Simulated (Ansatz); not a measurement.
# Random displacements in SnSe$_{2}$

These are results of DFT PBE+D3(BJ), scalar-relativistic, plane waves, PAW in Ansatz, not measurements. Cutoff 420 eV, Γ-centred 6×6×6 k-points, Gaussian smearing of 0.05 eV. No spin polarisation. Energies are free energies at this smearing, counted from the undisturbed cell; pressure is positive in compression.

Reference structure (as given, not relaxed at this level):

```
Sn Se
1.0
     1.90550   -3.30042   -6.13700
     1.90550   -3.30042    6.13700
    -7.62200    0.00000    0.00000
Sn Se
4 8
Direct
  0.50000 0.50000 0.50000
  0.00000 0.00000 0.50000
  0.50000 0.50000 0.00000
  0.00000 0.00000 0.00000
  0.04167 0.29167 0.33333
  0.54167 0.79167 0.33333
  0.04167 0.29167 0.83333
  0.54167 0.79167 0.83333
  0.95833 0.70833 0.16667
  0.45833 0.20833 0.16667
  0.95833 0.70833 0.66667
  0.45833 0.20833 0.66667
```

The atoms are displaced (Å, in the unstrained cell):

| atom | ux | uy | uz |
| --- | --- | --- | --- |
| Sn1 | -0.068 | -0.273 | 0.384 |
| Sn2 | 0.053 | -0.114 | 0.204 |
| Sn3 | -0.106 | -0.115 | 0.066 |
| Sn4 | 0.156 | 0.122 | -0.454 |
| Se5 | -0.343 | 0.233 | 0.172 |
| Se6 | -0.271 | 0.273 | -0.157 |
| Se7 | 0.194 | 0.304 | -0.148 |
| Se8 | -0.009 | 0.304 | 0.123 |
| Se9 | 0.183 | -0.206 | -0.045 |
| Se10 | 0.119 | -0.550 | -0.293 |
| Se11 | 0.306 | 0.112 | -0.127 |
| Se12 | -0.214 | -0.089 | 0.273 |

Strain (Voigt, engineering shear): (-0.0115, 0.0006, 0.0461, 0.0517, 0.0586, 0.0521).

Problem. What are the energy change, the stress and the forces?

Solution. ΔE = 696.5 meV/atom; stress (xx, yy, zz, yz, xz, xy; compression positive) (20.96, 3.51, 10.66, -7.48, 0.91, -0.82) GPa.
```csv
atom,Fx (eV/Å),Fy,Fz
Sn1,-6.42,4.89,-9.83
Sn2,2.56,2.10,-6.38
Sn3,0.33,0.56,-1.04
Sn4,2.40,-2.30,1.95
Se5,3.27,-1.00,1.67
Se6,8.95,-3.25,7.96
Se7,-6.60,-2.04,4.21
Se8,-3.91,-2.35,3.05
Se9,-2.40,1.41,-1.23
Se10,-0.09,1.15,0.95
Se11,-0.13,0.28,0.43
Se12,2.04,0.54,-1.73
```

Cost: 1 run of about 6.2 core-minutes, on Arm Neoverse V2 (shared hosts).